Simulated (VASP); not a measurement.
Input of a VASP 6.6.1 run:

Contents of INCAR:

```
PREC     = Accurate       # precision mode
ENCUT    = 400            # plane-wave cutoff, eV
EDIFF    = 1E-7           # SCF threshold, eV
ISMEAR   = 1              # smearing method
SIGMA    = 0.1            # smearing width, eV
LREAL    = False          # projectors in reciprocal space
LASPH    = True           # aspherical terms in the spheres
NELM     = 120            # most SCF steps
ALGO     = Normal         # electronic algorithm
ISIF     = 2              # what is computed and relaxed
LWAVE    = False          # write WAVECAR
LCHARG   = True           # write CHGCAR
ISPIN    = 2              # spin polarisation
MAGMOM   = 2 2 2 2 2 2 2 2 2 2 # initial moments
LORBIT   = 11             # projections on sites
LMAXMIX  = 4              # l up to which the mixer works
GGA      = PE             # functional
LVHAR    = True         
LVACPOTAV= True         
KPAR     = 4
```

Contents of KPOINTS:

```
Automatic mesh
0
Gamma
  13 8 1
```

The input POSCAR:

```
Co                                      
1.0
    2.4898908000      0.0000000000      0.0000000000
    0.0000000000      4.0240811400      0.0000000000
    0.0000000000      0.0000000000     21.3440043036
  Co            
    10
Direct
     0.0000000000000000    0.0000000000000000    0.2844870913970542
     0.5000000000000000    0.5000000000000000    0.3138452051440353
     0.5000000000000000    0.0000000000000000    0.3818820999572269
     0.0000000000000000    0.5000000000000000    0.4153308134682839
     0.0000000000000000    0.0000000000000000    0.4835460828319101
     0.5000000000000000    0.5000000000000000    0.5164539171680900
     0.5000000000000000    0.0000000000000000    0.5846691865317161
     0.0000000000000000    0.5000000000000000    0.6181179000427730
     0.0000000000000000    0.0000000000000000    0.6861547948559645
     0.5000000000000000    0.5000000000000000    0.7155129086029456
```

Potentials or basis: VASP PAW PBE potentials, release 64 (Co).

Run with:

```sh
$ cat potpaw_PBE.64/Co/POTCAR > POTCAR
$ mpirun -np 4 vasp_std > vasp.out
```

**Question.** Estimate the band gap on the k mesh.

**Answer.** None (metal or under the smearing width).

**Question.** What does it give for the largest force?

**Answer.** 0.008 eV/Å.

Forces on the atoms (eV/Å):
```
Co   0.000  0.000 -0.007
Co   0.000  0.000  0.000
Co   0.000  0.000  0.008
Co   0.000  0.000 -0.003
Co   0.000  0.000 -0.007
Co   0.000  0.000  0.007
Co   0.000  0.000  0.003
Co   0.000  0.000 -0.008
Co   0.000  0.000  0.000
Co   0.000  0.000  0.007
```
